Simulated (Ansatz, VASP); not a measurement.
One calculation of WC, two programs

```
CELL_PARAMETERS angstrom
0.00000 2.22154 2.22154
2.22154 0.00000 2.22154
2.22154 2.22154 0.00000
ATOMIC_POSITIONS crystal
W 0.00000 0.00000 0.00000
C 0.50000 0.50000 0.50000
```

Change from the starting cell: volume scaled by 1.04.

Alike in both runs: task single point; functional PBE; k mesh 10 × 10 × 10; occupations fermi-dirac, width 0.05 eV; no spin polarisation.

```csv
,VASP,Ansatz
version,VASP 6.6.1,Ansatz 0.2.0
potentials or method,"VASP PAW PBE potentials, release 64 (W_sv, C), cutoff 520 eV","all-electron LAPW, scalar-relativistic"
```

Ansatz gave:

```
gap on the k mesh at the Fermi level (eV) : none
pressure (GPa)                            : -14.3
```

Problem. Which values does VASP return?

Solution. gap on the k mesh at the Fermi level (eV): none; pressure (GPa): -13.7.

A gap of «none» marks a metal or a gap that the smearing closes. Ansatz ran all-electron here, so the differences hold the error of VASP's frozen core and of both bases.

Spin-orbit coupling is left out, which matters for the levels of W.
